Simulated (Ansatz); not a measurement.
# MoSe2 (P6_3/mmc) in Ansatz: further runs

Aim: see how the results for MoSe2 move with the level of theory and the settings. Levels: RPBE+D4, PBEsol. Tasks: relaxation of cell and atoms.

Everything below comes from runs of Ansatz 0.2.0. Logs are shortened: lines on timing, memory, paths and dates and some standing lists are left out, and cuts for length are marked.

### 1 Starting point

The structure is hexagonal, space group P6_3/mmc (No. 194). Conventional cell: a = 3.288 Å, b = 3.288 Å, c = 12.900 Å, α = 90.00°, β = 90.00°, γ = 120.00°. Mo (site symmetry -6m2) is surrounded by 6 Se at 2.49 Å. Se (site symmetry 3m) is surrounded by 3 Mo at 2.49 Å.

### 2 Relaxation of cell and atoms, RPBE+D4

Contents of input.yaml:

```yaml
crystal:
  lattice:
    - [3.288, 0.0, 0.0]
    - [-1.644, 2.8474915276, 0.0]
    - [0.0, 0.0, 12.9]
  atoms:
    - { symbol: Mo, position: [0.6666666667, 0.3333333333, 0.75] }
    - { symbol: Mo, position: [0.3333333333, 0.6666666667, 0.25] }
    - { symbol: Se, position: [0.6666666667, 0.3333333333, 0.375] }
    - { symbol: Se, position: [0.3333333333, 0.6666666667, 0.875] }
    - { symbol: Se, position: [0.6666666667, 0.3333333333, 0.125] }
    - { symbol: Se, position: [0.3333333333, 0.6666666667, 0.625] }
hamiltonian:
  xc: rpbe
  pseudopotentials: { kind: paw }
  dispersion: d4
kpoints:
  mp_grid: { grid: [9, 9, 2] }
scf:
  occupations: { method: fermi_dirac, width: 0.05 }
output:
  forces: true
  stress: true
relax:
  f_tol: 0.01
  max_steps: 40
  cell: { stress_tol: 0.05 }
```

Potentials or basis: Ansatz PAW.

On the command line:

```bash
$ ansatz run input.yaml --threads 2 --pin off --max-ram 5632MiB --backend cpu --events-out ev --progress --plain --runs-dir out
```

Log:

```text
Warning: RAYON_NUM_THREADS=2 ignored (pool sized by the plan → 2); use --threads N
Engine: ansatz 0.2.0, x86_64-unknown-linux-gnu
Pseudopotentials: kind: paw
Pseudopotential: Mo, paw, valence charge 14, recommended cutoff 420 eV (normal), Mo.paw.azcp
Pseudopotential: Se, paw, valence charge 16, recommended cutoff 420 eV (normal), Se.paw.azcp
Functional definition: RPBE
  parameter kappa = 0.804
  parameter beta = 0.06672455060314922
  exchange = rpbe_x(kappa = kappa, mu = beta*pi^2/3)
  correlation = pbe_c(beta = beta)
Crystal: 6 atoms, lattice volume = 120.777 Å³
Basis set: ecut = 420 eV, 2395 PW (Γ), exchange–correlation on 48×48×180 points (8 copies of the dense FFT grid, shifted against one another)
Bands: 56, of which v1, the nominal top of the filled ones, is band 46 counted from 1 (45 counted from 0)
Symmetry: 24 space group operations
Space group: P63/mmc (ITA 194), of the structure as read, at distance tolerance 4.9e-5 Å
k-points: 24 of 162
Non-local potential: Mo, projectors of the file, l = 0: 3, l = 1: 2, l = 2: 2, l = 3: 1
Non-local potential: Se, projectors of the file, l = 0: 2, l = 1: 2, l = 2: 3, l = 3: 1
PAW form: soft (Blöchl's): semilocal exchange-correlation on the pseudo side does not see the compensation charge
PAW frozen core: Mo, regenerated for the run's functional, and the local potential with it (the file was generated under x = pbe(κ = 0.804, μ = 0.2195149727645171), c = pbe(β = 0.06672455060314922))
PAW frozen core: Se, regenerated for the run's functional, and the local potential with it (the file was generated under x = pbe(κ = 0.804, μ = 0.2195149727645171), c = pbe(β = 0.06672455060314922))
PAW one-centre angular grid: Mo, 590 points (default); XC on 64 Gauss nodes
PAW one-centre angular grid: Se, 590 points (default); XC on 64 Gauss nodes
Initial density: superposition of atomic densities (neutral atoms: chi_scale 0, normalization atom), corrected by the library's trained network
Initial wavefunctions: pseudopotential atomic-orbital guess
Functional: x = rpbe, c = pbe(β = 0.06672455060314922)
SCF iter   1: F=—  HF=-31835.688851 eV  |F-HF|=—  |Δ(HF+E_count)|=         —  Δρ=5.26e-3  dr2=1.05e-2  ethr=1.77e-3  ⟨swp⟩=6.3  Hψ=4791  notcnv=0
preconditioner: auto → Resta (q_TF=auto, 2.607 Å⁻¹)  ε∞=6.3  [insulator: Δε(μ)=0.899 eV  Ē_g=8.809 eV  σ=0.050 eV  W_gap=1.00  n_scr=40 (ndim 8)  ℏωp=20.3 eV  f_vac=0.059  D(μ)=0.00/eV (n_scr^D=0)  ε∞_Penn≈6.3]
SCF iter   2: F=—  HF=-31835.699636 eV  |F-HF|=—  |Δ(HF+E_count)|=   1.08e-2  Δρ=3.04e-3  dr2=3.37e-3  ethr=1.14e-5  ⟨swp⟩=2.0  Hψ=2057  notcnv=0  defer=23
SCF iter   3: F=—  HF=-31835.705407 eV  |F-HF|=—  |Δ(HF+E_count)|=   5.77e-3  Δρ=8.61e-4  dr2=1.54e-3  ethr=3.66e-6  ⟨swp⟩=2.0  Hψ=1895  notcnv=0  defer=23
SCF iter   4: F=—  HF=-31835.705619 eV  |F-HF|=—  |Δ(HF+E_count)|=   2.12e-4  Δρ=2.37e-4  dr2=1.03e-4  ethr=1.67e-6  ⟨swp⟩=2.0  Hψ=1629  notcnv=0  defer=23
SCF iter   5: F=—  HF=-31835.705695 eV  |F-HF|=—  |Δ(HF+E_count)|=   7.60e-5  Δρ=1.18e-4  dr2=4.17e-5  ethr=1.12e-7  ⟨swp⟩=2.7  Hψ=2216  notcnv=0  defer=23
[... 79 lines left out ...]
SCF iter   2: F=—  HF=-31835.896446 eV  |F-HF|=—  |Δ(HF+E_count)|=   1.08e-5  Δρ=4.20e-5  dr2=2.90e-7  ethr=1.17e-9  ⟨swp⟩=2.0  Hψ=2225  notcnv=0
SCF iter   3: F=—  HF=-31835.896446 eV  |F-HF|=—  |Δ(HF+E_count)|=   2.85e-7  Δρ=7.08e-6  dr2=1.21e-8  ethr=3.15e-10  ⟨swp⟩=2.0  Hψ=2445  notcnv=0
SCF iter   4: F=—  HF=-31835.896446 eV  |F-HF|=—  |Δ(HF+E_count)|=   1.24e-8  Δρ=1.74e-6  dr2=7.71e-9  ethr=1.32e-11  ⟨swp⟩=2.0  Hψ=2449  notcnv=0
SCF iter   5: F=—  HF=-31835.896446 eV  |F-HF|=—  |Δ(HF+E_count)|=  1.46e-10  Δρ=8.39e-7  dr2=5.90e-10  ethr=8.39e-12  ⟨swp⟩=2.0  Hψ=1506  notcnv=0
SCF iter   6: F=—  HF=-31835.896446 eV  |F-HF|=—  |Δ(HF+E_count)|=  8.19e-10  Δρ=2.22e-7  dr2=9.18e-11  ethr=1.00e-12  ⟨swp⟩=2.0  Hψ=1739  notcnv=0
SCF iter   7: F=-31835.896446 eV  HF=-31835.896446 eV  |F-HF|=1.46e-11  |Δ(HF+E_count)|=  2.33e-10  Δρ=5.76e-8  dr2=5.80e-12  ethr=1.00e-12  ⟨swp⟩=4.0  Hψ=4090  notcnv=0
SCF 7 converged in 7 iterations: F = -31835.896446 eV  dr2 = 5.80e-12
relax step   7: F+E_penalty+E_count = -31835.89644586 eV  Δ(F+E_penalty+E_count) = +9.253e-4 eV  max|allowed force component| = 2.119e-4 eV/Å  Δτ_max = 0.0000 Å  P = -0.004 GPa  Ω = 115.031 Å³  stress off target by 4.21e-3 GPa  SCF on the basis re-selected at this cell (its energy is not comparable with the rows above)  (7 SCF iters)
basis re-selected at this cell: Δ(F+E_penalty+E_count) = +9.253e-4 eV, ΔP = +0.002 GPa vs the last step (what re-selecting the basis moved, of the pressure what is left beyond the Pulay correction that the steps carried, after the strain that the cell walked since its last selection, with what the two solves' SCF thresholds leave and, on support functions, any second-order correction that the steps lacked; it is no measure of the basis error at this ecutwfc). This SCF's stress stands 4.21e-3 GPa from its target on what of the cell is left free (relax.cell.stress_tol is 5.00e-2 GPa) and its largest allowed force component is 2.12e-4 eV/Å (relax.f_tol is 1.00e-2 eV/Å): within both
SCF converged after 7 iterations
Free energy (F): -31835.896446 eV
Harris-Foulkes:  -31835.896446 eV  (|F-HF|=1.46e-11)
Internal energy: -31835.896428 eV  (E = F + TS)
E sigma→0 (E₀):  -31835.896437 eV
Entropy (-TS):   -0.000018 eV (-0.003 meV/atom)
Fermi energy:    13.842906 eV
--- Per-component energies (eV) ---
  E_band       = -1536.596145
  E_kinetic    = 1361.901767
  E_local      = -11065.467872  (includes V_loc(G=0)·N_el)
  E_nonlocal   = -2104.379574
  E_hartree    = 5264.756188
  E_xc         = -788.196568
  E_vxc        = -855.196400  (∫ρ·V_xc dr)
  E_paw        = -14083.431612  (= ΣΔE_a)
  E_vpaw       = 597.036006  (= ΣTr[D̂ρ^β])
  E_aug_tail   = -0.002300  (compensation charges beyond the density's cutoff)
  E_ewald      = -10413.915940
  E_disp       = -5.879955  (pairwise vdW)
  E_core_change = -1.280561  (= ΣΔE_core)
  E_smearing   = -0.000018  (= −TS)
  E_closure    = 0.000000  (closes the sum)
  Σ components = -31835.896446   (vs F -31835.896446, Δ=0.00e0)
--- Forces (eV/Å), atoms counted from 1 ---
  atom   1  Mo    -0.00000000    -0.00000000     0.00000000
  atom   2  Mo     0.00000000     0.00000000    -0.00000000
  atom   3  Se     0.00000000    -0.00000000     0.00021185
  atom   4  Se     0.00000000     0.00000000     0.00021185
  atom   5  Se    -0.00000000    -0.00000000    -0.00021185
  atom   6  Se     0.00000000     0.00000000    -0.00021185
  max |Σ_I F_I| component: 9.25e-18 eV/Å
--- Stress (GPa, compression-positive) ---
       -0.004212       0.000000      -0.000000
        0.000000      -0.004212       0.000000
       -0.000000       0.000000      -0.002171
  P = ⅓ Tr σ = -0.0035 GPa (-0.035 kbar)
--- Relaxed structure (6 steps of the walk, 5 accepted, 1 SCFs on fresh bases) ---
  F+E_penalty+E_count = -31835.89644586 eV   max|allowed force component| = 2.119e-4 eV/Å   (the final SCF, on the basis selected at the relaxed cell)
  cell:  # Å, volume = 115.0313 Å³
    - [3.259176221781248, -2.0484000984291138e-33, 2.129802317324342e-33]
    - [-1.629588110890624, 2.8225294034727466, -1.619626846434155e-33]
    - [5.675362311794307e-33, -2.5130755624181435e-33, 12.50460133722689]
  atoms:
    - { symbol: Mo, position: [0.6666666666666666, 0.3333333333333333, 0.75] }
    - { symbol: Mo, position: [0.3333333333333333, 0.6666666666666666, 0.24999999999999997] }
    - { symbol: Se, position: [0.6666666666666666, 0.3333333333333333, 0.3843446248243087] }
    - { symbol: Se, position: [0.3333333333333333, 0.6666666666666666, 0.8843446248243086] }
    - { symbol: Se, position: [0.6666666666666666, 0.3333333333333333, 0.1156553751756912] }
    - { symbol: Se, position: [0.3333333333333333, 0.6666666666666666, 0.6156553751756912] }
```

Wall time 79 s (2 threads of Intel Xeon at 2.50GHz (Skylake/Cascade Lake), shared host); peak memory 0.52 GiB.

Results:

```
Free energy                            : -31835.8964 eV
Relaxed volume                         : 19.17 Å³/atom
Relaxed cell                           : a = 3.259 Å, b = 3.259 Å, c = 12.505 Å, α = 90.00°, β = 90.00°, γ = 120.00°
Space group after relaxing (to 0.05 Å) : P6_3/mmc (No. 194)
Energy gained by relaxing              : 31.8 meV/atom
Ionic steps                            : 6
Pressure after relaxing                : 0.0 GPa
Band gap on the k mesh                 : 0.78 eV
```

The path:
| step | energy change (eV) | largest force (eV/Å) | volume (Å³) |
| --- | --- | --- | --- |
| 1 | 0.0000 | 1.1706 | 120.78 |
| 2 | -0.1822 | 0.0011 | 117.42 |
| 3 | -0.1894 | 0.0053 | 114.21 |
| 4 | -0.1916 | 0.0015 | 115.19 |
| 5 | -0.1917 | 0.0002 | 115.03 |
| 6 | -0.1907 | 0.0002 | 115.03 |

Final structure:
```
Mo Se
1.0
     3.25918    0.00000    0.00000
    -1.62959    2.82253    0.00000
     0.00000    0.00000   12.50460
Mo Se
2 4
Direct
  0.66667 0.33333 0.75000
  0.33333 0.66667 0.25000
  0.66667 0.33333 0.38434
  0.33333 0.66667 0.88434
  0.66667 0.33333 0.11566
  0.33333 0.66667 0.61566
```

Caveat: odd divisions of the mesh miss points on the zone boundary, where band edges often lie, so the gap on the mesh can be too wide; the plane-wave basis is chosen anew once the cell has moved, so the energies of steps on either side of that aren't comparable; the PAW data sets come from PBE, with cores solved anew for the run's functional, which leaves a small shift of forces and pressure. Expect the measured gap to be larger: semilocal functionals such as RPBE lack the derivative discontinuity.

### 3 Relaxation of cell and atoms, PBEsol

input.yaml, as its differences from that of step 2:

```diff
@@ -13,5 +13,4 @@
 hamiltonian:
-  xc: rpbe
+  xc: pbesol
   pseudopotentials: { kind: paw }
-  dispersion: d4
 kpoints:
```

Potentials or basis: Ansatz PAW.

On the command line:

```bash
$ ansatz run input.yaml --threads 2 --pin off --max-ram 5632MiB --backend cpu --events-out ev --progress --plain --runs-dir out
```

It took 44 s on 2 threads of Intel Xeon at 2.50GHz (Skylake/Cascade Lake), shared host; peak memory 0.52 GiB.

It converged, with:

| Item | Value |
| --- | --- |
| Free energy | -31496.0793 eV |
| Relaxed volume | 20.22 Å³/atom |
| Relaxed cell | a = 3.268 Å, b = 3.268 Å, c = 13.112 Å, α = 90.00°, β = 90.00°, γ = 120.00° |
| Space group after relaxing (to 0.05 Å) | P6_3/mmc (No. 194) |
| Energy gained by relaxing | 12.8 meV/atom |
| Ionic steps | 4 |
| Pressure after relaxing | 0.0 GPa |
| Largest force after relaxing | 0.005 eV/Å |
| Band gap on the k mesh | 0.99 eV |

Forces on the atoms (eV/Å):
```
Mo   0.000  0.000  0.000
Mo   0.000  0.000  0.000
Se   0.000  0.000 -0.005
Se   0.000  0.000 -0.005
Se   0.000  0.000  0.005
Se   0.000  0.000  0.005
```

Step by step:
```tsv
step	energy change (eV)	largest force (eV/Å)	volume (Å³)
1	0.0000	0.7954	120.78
2	-0.0746	0.0953	121.68
3	-0.0766	0.0048	121.31
4	-0.0766	0.0049	121.31
```

Final structure:
```
Mo Se
1.0
     3.26848    0.00000    0.00000
    -1.63424    2.83059    0.00000
     0.00000    0.00000   13.11179
Mo Se
2 4
Direct
  0.66667 0.33333 0.75000
  0.33333 0.66667 0.25000
  0.66667 0.33333 0.37698
  0.33333 0.66667 0.87698
  0.66667 0.33333 0.12302
  0.33333 0.66667 0.62302
```

Caveat: odd divisions of the mesh miss points on the zone boundary, where band edges often lie, so the gap on the mesh can be too wide; the plane-wave basis is chosen anew once the cell has moved, so the energies of steps on either side of that aren't comparable; this functional lacks dispersion, which binds the layers, so the pressure and a relaxed spacing across them are unreliable; the PAW data sets come from PBE, with cores solved anew for the run's functional, which leaves a small shift of forces and pressure. Zero-point motion and thermal expansion aren't in these numbers.
